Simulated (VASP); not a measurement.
Crystal: Hf2Si.

```
CELL_PARAMETERS angstrom
-3.27535 3.27535 2.58282
3.27535 -3.27535 2.58282
3.27535 3.27535 -2.58282
ATOMIC_POSITIONS crystal
Hf 0.34351 0.15649 0.50000
Hf 0.84351 0.34351 0.18703
Hf 0.65649 0.84351 0.50000
Hf 0.15649 0.65649 0.81297
Si 0.25000 0.25000 0.00000
Si 0.75000 0.75000 0.00000
```

The cell comes from a database or a generator and needn't be the stable form of this composition.

- Program: VASP 6.6.1
- Task: relaxation of cell and atoms
- Functional: LDA
- Potentials or basis: VASP PAW LDA potentials, release 64 (Hf_pv, Si)
- Cutoff: 600 eV
- k mesh: 10 × 10 × 10
- Occupations: gaussian, width 0.1 eV
- Spin: no spin polarisation

At the start: pressure -6.0 GPa; volume 18.47 Å³/atom.

Where does the relaxation end?

Over 5 steps the energy falls by 14.7 meV/atom and the volume is 17.72 Å³/atom (-4.1 %); space group I4/mcm (No. 140, to 0.05 Å).

The path:
```tsv
step	energy change (eV)	largest force (eV/Å)	pressure (GPa)	volume (Å³)
1	0.0000	0.0302	-6.02	110.83
2	0.1137	0.0741	10.79	100.06
3	-0.0876	0.0020	-0.10	106.41
4	-0.0876	0.0013	0.03	106.32
5	-0.0879	0.0040	0.02	106.32
```

Final structure:
```
Hf Si
1.0
    -3.22625    3.22625    2.55373
     3.22625   -3.22625    2.55373
     3.22625    3.22625   -2.55373
Hf Si
4 2
Direct
  0.34345 0.15655 0.50000
  0.84345 0.34345 0.18689
  0.65655 0.84345 0.50000
  0.15655 0.65655 0.81311
  0.25000 0.25000 0.00000
  0.75000 0.75000 0.00000
```
